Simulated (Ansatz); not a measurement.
A 2-atom cell of LiH started from a crystallographic database with hydrogen sites as listed, relaxed with r2SCAN+rVV10, was run in Ansatz under altered settings. All numbers are computed, without spin polarisation but where a row says otherwise.

```
Li H
1.0
     0.00000    1.99847    1.99847
     1.99847    0.00000    1.99847
     1.99847    1.99847    0.00000
Li H
1 1
Direct
  0.00000 0.00000 0.00000
  0.50000 0.50000 0.50000
```

The base run's other keys:
```yaml
kpoints:
  mp_grid: { grid: [8, 8, 8] }
hamiltonian:
  xc: pbe
scf:
  occupations: { method: fixed }
  n_extra_bands: 4
```

It takes 6 iterations with 331 plane waves at 420 eV and 29 k points, and leaves a mean stress of +0.28 GPa. The gap over this mesh is 2.979 eV.

Outcomes, with energy and stress as changes against the base:
```csv
setting,outcome,ΔF (meV/atom),Δ mean stress (GPa),gap on the mesh (eV),iterations
basis.xc_grid: 1,converged,0.0,0.00,2.979,6
"kpoints.mp_grid.grid: [4, 4, 4]",converged,+7.3,+0.36,2.967,6
basis.ecutwfc: 250,"converged, warned",+46,+0.13,2.966,6
"kpoints.mp_grid.grid: [5, 5, 5]",converged,-0.3,0.00,4.007,6
scf.occupations: gaussian 0.001,converged,0.0,0.00,2.979,6
magnetization.initial_magnetization: 0.5,refused,–,–,–,–
hamiltonian.pseudopotentials: ultrasoft,refused,–,–,–,–
scf.occupations: fermi_dirac 1.5,converged,-243,+4.95,3.119,6
scf.n_extra_bands: 24,converged,0.0,0.00,2.979,6
basis.ecutwfc: 600,converged,-0.8,-0.02,2.978,6
basis.ecutrho_ratio: 12,converged,0.0,0.00,2.979,6
hamiltonian.xc: mr2scan (cutoff then 500 eV),converged,–,-0.05,3.626,6
hamiltonian.xc: pbesol,converged,–,-0.74,2.739,6
```
A dash marks a value that wasn't obtained or can't be compared. Stress is positive in compression.

- basis.ecutwfc: 250. 137 plane waves in place of 331. The free energy moves by +46 meV an atom, the mean stress by +0.13 GPa and the gap on the mesh by -0.013 eV (to 2.966). The basis is too small: these are errors of the cutoff. Warned: cutoff below recommended.
- kpoints.mp_grid.grid: [5, 5, 5]. The free energy moves by -0.3 meV an atom, the mean stress by 0.00 GPa and the gap on the mesh by +1.028 eV (to 4.007). The gap changes mostly because other points are sampled; a mesh that misses a band edge overestimates it. The mesh is too coarse.
- magnetization.initial_magnetization: 0.5. It is rejected at once. Error: inconsistent input (scf.occupations.method, magnetization): a σ = 0 step fill (method: fixed, or a smearing width below the step floor) with no hard lock on the total moment puts the same N_el/2 bands in each spin channel, which gives a total moment of zero, but the starting moments sum to +0.5000 μB […]
- hamiltonian.pseudopotentials: ultrasoft. It is rejected at once. Error: YAML parse error: line 13 column 29: unknown variant `uspp`, expected one of nc, nc_fr, paw, paw_fr, all_electron
- scf.occupations: fermi_dirac 1.5. The free energy moves by -243 meV an atom, the mean stress by +4.95 GPa and the gap on the mesh by +0.140 eV (to 3.119). The term −TS is -773 meV an atom. A width of 1.5 eV moves electrons across a gap of 2.98 eV: this is no longer the ground state.
- hamiltonian.xc: mr2scan. The cutoff follows the functional, from 420 to 500 eV. The mean stress moves by -0.05 GPa and the gap on the mesh by +0.647 eV (to 3.626). It's another functional on the same cell, so totals aren't comparable.
- hamiltonian.xc: pbesol. The mean stress moves by -0.74 GPa and the gap on the mesh by -0.240 eV (to 2.739). It's another functional on the same cell, so totals aren't comparable.

Within 1 meV an atom, 0.1 GPa and 0.005 eV of the base stay: basis.xc_grid: 1; scf.occupations: gaussian 0.001; scf.n_extra_bands: 24; basis.ecutwfc: 600; basis.ecutrho_ratio: 12.
